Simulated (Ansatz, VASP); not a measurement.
Two plane-wave programs on InPd

```
In Pd
1.0
     3.24663    0.00000    0.00000
     0.00000    3.24663    0.00000
     0.00000    0.00000    3.24663
In Pd
1 1
Direct
  0.00000 0.00000 0.00000
  0.50000 0.50000 0.50000
```

Alike in both runs: functional PBEsol; k mesh 14 × 14 × 14; occupations gaussian, width 0.1 eV; no spin polarisation.

Ansatz relaxed the structure, and its values are those at the end. VASP's run is a single point on that final structure, the one shown.

|  | VASP | Ansatz |
| --- | --- | --- |
| version | VASP 6.6.1 | Ansatz 0.2.0 |
| potentials or method | VASP PAW PBE potentials, release 64 (In_d, Pd) | scalar-relativistic, plane waves, PAW |
| plane-wave cutoff (eV) | 520 | 420 |
| valence electrons in the cell | 23 | 31 |

VASP gave:

```
gap on the k mesh at the Fermi level (eV) : none
pressure (GPa)                            : 0.2
```

Task: What did Ansatz give for the same quantities?

Result: gap on the k mesh at the Fermi level (eV): none; pressure (GPa): 0.0.

A gap of «none» marks a metal or a gap that the smearing closes. The two sets of potentials don't hold the same shells in valence.

Caveats: the PAW data sets were made with another functional, which shifts forces and pressure a little (VASP).
